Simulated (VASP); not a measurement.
# SiSe (P-6m2) in VASP: a series of runs, part 2 of 2

VASP 6.6.1. Earlier steps stand in the parts before.

## (3) Wannier functions by SCDM, PBE

POSCAR

```
SiSe
1.0
    3.5952000000      0.0000000000      0.0000000000
   -1.7976000000      3.1135300000      0.0000000000
    0.0000000000      0.0000000000      3.5987300000
Si Se
1 1
Direct
    0.6666700000      0.3333300000      0.5000000000
    0.0000000000      0.0000000000      0.0000000000
```

INCAR.step1

```
SYSTEM = SiSe
PREC     = Accurate       ! precision mode
ENCUT    = 520            ! plane-wave cutoff, eV
EDIFF    = 1E-7           ! SCF threshold, eV
ISMEAR   = 0              ! smearing method
SIGMA    = 0.02           ! smearing width, eV
LREAL    = .False.        ! projectors in reciprocal space
LASPH    = .True.         ! aspherical terms in the spheres
NELM     = 60             ! most SCF steps
ALGO     = Fast           ! electronic algorithm
ISIF     = 2              ! what is computed and relaxed
LWAVE    = .True.         ! write WAVECAR
LCHARG   = .True.         ! write CHGCAR
GGA      = PE             ! functional
```

INCAR.step2

```
SYSTEM = SiSe
PREC     = Accurate       ! precision mode
ENCUT    = 520            ! plane-wave cutoff, eV
EDIFF    = 1E-7           ! SCF threshold, eV
ISMEAR   = 0              ! smearing method
SIGMA    = 0.02           ! smearing width, eV
LREAL    = .False.        ! projectors in reciprocal space
LASPH    = .True.         ! aspherical terms in the spheres
NELM     = 60             ! most SCF steps
ALGO     = Fast           ! electronic algorithm
ISIF     = 2              ! what is computed and relaxed
LWAVE    = .False.        ! write WAVECAR
LCHARG   = .False.        ! write CHGCAR
GGA      = PE             ! functional
ISTART   = 1            
ICHARG   = 11             ! starting density
ISYM     = -1           
NUM_WANN = 5            
LSCDM    = .True.
```

KPOINTS

```
regular mesh
0
Gamma
  5 5 4
  0 0 0
```

KPOINTS_OPT

```
path GMKGALHA,LM,KH
12
line-mode
reciprocal
 0.0000000000  0.0000000000  0.0000000000  G
 0.5000000000  0.0000000000  0.0000000000  M

 0.5000000000  0.0000000000  0.0000000000  M
 0.3333333333  0.3333333333  0.0000000000  K

 0.3333333333  0.3333333333  0.0000000000  K
 0.0000000000  0.0000000000  0.0000000000  G

 0.0000000000  0.0000000000  0.0000000000  G
 0.0000000000  0.0000000000  0.5000000000  A

 0.0000000000  0.0000000000  0.5000000000  A
 0.5000000000  0.0000000000  0.5000000000  L

 0.5000000000  0.0000000000  0.5000000000  L
 0.3333333333  0.3333333333  0.5000000000  H

 0.3333333333  0.3333333333  0.5000000000  H
 0.0000000000  0.0000000000  0.5000000000  A

 0.5000000000  0.0000000000  0.5000000000  L
 0.5000000000  0.0000000000  0.0000000000  M

 0.3333333333  0.3333333333  0.0000000000  K
 0.3333333333  0.3333333333  0.5000000000  H
```

KPOINTS_WAN

```
path GMKGALHA,LM,KH
12
line-mode
reciprocal
 0.0000000000  0.0000000000  0.0000000000  G
 0.5000000000  0.0000000000  0.0000000000  M

 0.5000000000  0.0000000000  0.0000000000  M
 0.3333333333  0.3333333333  0.0000000000  K

 0.3333333333  0.3333333333  0.0000000000  K
 0.0000000000  0.0000000000  0.0000000000  G

 0.0000000000  0.0000000000  0.0000000000  G
 0.0000000000  0.0000000000  0.5000000000  A

 0.0000000000  0.0000000000  0.5000000000  A
 0.5000000000  0.0000000000  0.5000000000  L

 0.5000000000  0.0000000000  0.5000000000  L
 0.3333333333  0.3333333333  0.5000000000  H

 0.3333333333  0.3333333333  0.5000000000  H
 0.0000000000  0.0000000000  0.5000000000  A

 0.5000000000  0.0000000000  0.5000000000  L
 0.5000000000  0.0000000000  0.0000000000  M

 0.3333333333  0.3333333333  0.0000000000  K
 0.3333333333  0.3333333333  0.5000000000  H
```

Potentials or basis: VASP PAW PBE potentials, release 64 (Si, Se).

Run with:

```
$ cat potpaw_PBE.64/Si/POTCAR potpaw_PBE.64/Se/POTCAR > POTCAR
$ cp INCAR.step1 INCAR
$ mpirun -np 1 vasp_std > vasp.out
$ cp INCAR.step2 INCAR
$ mpirun -np 1 vasp_std > vasp.out
```

OUTCAR:

```text
SYSTEM = SiSe
   PREC = Accurate
   ENCUT = 520
   EDIFF = 1E-7
   ISMEAR = 0
   LREAL = .False.
   LASPH = .True.
   NELM = 60
   ISIF = 2
   GGA = PE
   ISTART = 1
   ICHARG = 11
   ISYM = -1

 ion  position               nearest neighbor table
   1  0.667  0.333  0.500-   2 2.75   2 2.75   2 2.75   2 2.75   2 2.75   2 2.75
   2  0.000  0.000  0.000-   1 2.75   1 2.75   1 2.75   1 2.75   1 2.75   1 2.75

IMPORTANT INFORMATION: All symmetrisations will be switched off!
NOSYMM: (Re-)initialisation of all symmetry stuff for point group C_1.

----------------------------------------------------------------------------------------

                                     Primitive cell

  volume of cell :      40.2833

  direct lattice vectors                    reciprocal lattice vectors
     3.595200000  0.000000000  0.000000000     0.278148643  0.160589427  0.000000000
    -1.797600000  3.113530000  0.000000000     0.000000000  0.321178855  0.000000000
     0.000000000  0.000000000  3.598730000     0.000000000  0.000000000  0.277875806

  length of vectors
     3.595200000  3.595196075  3.598730000     0.321178504  0.321178855  0.277875806

  position of ions in fractional coordinates (direct lattice)
     0.666670000  0.333330000  0.500000000
     0.000000000  0.000000000  0.000000000

[... 129 lines left out ...]
 fundamental gap:      0.0989621121
 Fermi energy:         6.3960673300

 k-point     1 :       0.0000    0.0000    0.0000
  band No.  band energies     occupation
      1      -9.1207      2.00000
      2       1.4434      2.00000
      3       2.4639      2.00000
      4       4.3519      2.00000
      5       4.3520      2.00000
      6       9.0424      0.00000
      7       9.0426      0.00000
      8       9.6434      0.00000
      9      12.8847      0.00000
[... 265 lines left out ...]
 k-point    24 :      -0.4000   -0.2000    0.0000
  band No.  band energies     occupation
      1      -7.4326      2.00000
      2      -2.4843      2.00000
      3       0.8966      2.00000
      4       4.4286      2.00000
      5       6.3066      2.00000
      6       7.9627      0.00000
      7       8.0649      0.00000
      8      10.1763      0.00000
      9      11.7775      0.00000

 [... further k-points ...]
[... 5 lines left out ...]
  --------------------------------------------------------------------------------------
  -------------------------------------------------------------------------------------
  Total        0.0498502      0.1098021      0.1365817      0.0519981     -0.2148955     -0.1240713
  in kB        1.9826772      4.3671258      5.4322231      2.0681054     -8.5469767     -4.9346516
  external PRESSURE =       3.9273421 kB  Pullay stress =       0.0000000 kB

 VOLUME and BASIS-vectors are now :
 -----------------------------------------------------------------------------
  energy-cutoff  :      520.00
  volume of cell :       40.28
      direct lattice vectors                 reciprocal lattice vectors
     3.595200000  0.000000000  0.000000000     0.278148643  0.160589427  0.000000000
    -1.797600000  3.113530000  0.000000000     0.000000000  0.321178855  0.000000000
     0.000000000  0.000000000  3.598730000     0.000000000  0.000000000  0.277875806

 POSITION                                       TOTAL-FORCE (eV/Angst)
 -----------------------------------------------------------------------------------
      1.79762      1.03783      1.79937         0.045017     -0.025988      0.000000
      0.00000      0.00000      0.00000        -0.045017      0.025988     -0.000000
 -----------------------------------------------------------------------------------
    total drift:                               -0.002107      0.001217      0.000001

  FREE ENERGIE OF THE ION-ELECTRON SYSTEM (eV)
  ---------------------------------------------------
  free  energy   TOTEN  =        -8.3735385931 eV

  energy  without entropy=       -8.3724600237  energy(sigma->0) =       -8.37299931
```

Wall time 51 s (1 thread of AMD EPYC 9R45 (Zen 5), shared host); peak memory 0.2 GiB.

What came out:

| Item | Value |
| --- | --- |
| Band gap along the path | none (metal or under the smearing width) |

Levels at the corners of the path, in eV from the Fermi level:
```csv
point,band 2,band 3,band 4,band 5,band 6,band 7,band 8,band 9
Γ,-4.95,-3.93,-2.04,-2.04,2.65,2.65,3.25,6.49
M,-9.01,-3.64,-2.17,-2.02,1.67,1.71,3.36,5.20
M,-9.01,-3.64,-2.17,-2.02,1.67,1.71,3.36,5.20
K,-8.84,-6.09,-1.82,1.03,1.09,1.44,3.47,6.54
K,-8.84,-6.09,-1.82,1.03,1.09,1.44,3.47,6.54
Γ,-4.95,-3.93,-2.04,-2.04,2.65,2.65,3.25,6.49
Γ,-4.95,-3.93,-2.04,-2.04,2.65,2.65,3.25,6.49
A,-10.09,-1.00,-1.00,1.27,1.88,2.50,2.50,7.11
A,-10.09,-1.00,-1.00,1.27,1.88,2.50,2.50,7.11
L,-7.43,-6.32,-5.53,-2.19,0.76,2.32,2.35,10.59
L,-7.43,-6.32,-5.53,-2.19,0.76,2.32,2.35,10.59
H,-6.30,-6.15,-5.95,-4.25,-2.18,5.55,6.27,9.70
H,-6.30,-6.15,-5.95,-4.25,-2.18,5.55,6.27,9.69
A,-10.09,-1.00,-1.00,1.27,1.88,2.50,2.50,7.13
L,-7.43,-6.32,-5.53,-2.19,0.76,2.32,2.35,10.59
M,-9.01,-3.64,-2.17,-2.02,1.67,1.71,3.36,5.20
K,-8.84,-6.09,-1.82,1.03,1.09,1.44,3.47,6.54
H,-6.30,-6.15,-5.95,-4.25,-2.18,5.55,6.27,9.70
```

Caveat: the k mesh is coarse (spacing up to 0.44 Å⁻¹), so the values aren't converged.

## (4) The reference run

An earlier run on the cell as given: functional PBE; potentials or basis VASP PAW PBE potentials, release 64 (Si, Se); cutoff 520 eV; k mesh 9 × 9 × 7; occupations fermi-dirac, width 0.05 eV; no spin polarisation.

* Pressure: 0.4 GPa
* Band gap on the k mesh: none (metal or under the smearing width)
